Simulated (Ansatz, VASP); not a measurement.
KBr in VASP and in Ansatz

```
K Br
1.0
     0.00000    3.29250    3.45713
     3.29250    0.00000    3.45713
     3.29250    3.29250    0.00000
K Br
1 1
Direct
  0.00000 0.00000 0.00000
  0.50000 0.50000 0.50000
```

Change from the starting cell: strain +0.000 along x and y, +0.050 along z, atoms carried along.

Alike in both runs: task single point; functional r2SCAN; k mesh 6 × 6 × 6; occupations gaussian, width 0.05 eV; no spin polarisation.

```csv
,VASP,Ansatz
version,VASP 6.6.1,Ansatz 0.2.0
potentials or method,"VASP PAW PBE potentials, release 64 (K_sv, Br)","scalar-relativistic, plane waves, PAW"
plane-wave cutoff (eV),520,500
valence electrons in the cell,16,16
```

VASP gave:

| Property | Result |
| --- | --- |
| gap on the k mesh at the Fermi level (eV) | 4.95 |
| least direct gap on the mesh (eV) | 4.95 |
| pressure (GPa) | -0.5 |
| largest component of the traceless stress (GPa) | 0.83 |

What did Ansatz give for the same quantities?

gap on the k mesh at the Fermi level (eV): 4.95; least direct gap on the mesh (eV): 4.95; pressure (GPa): -0.4; largest component of the traceless stress (GPa): 0.82.

Caveats: the PAW data sets were made with another functional, which shifts forces and pressure a little (VASP).
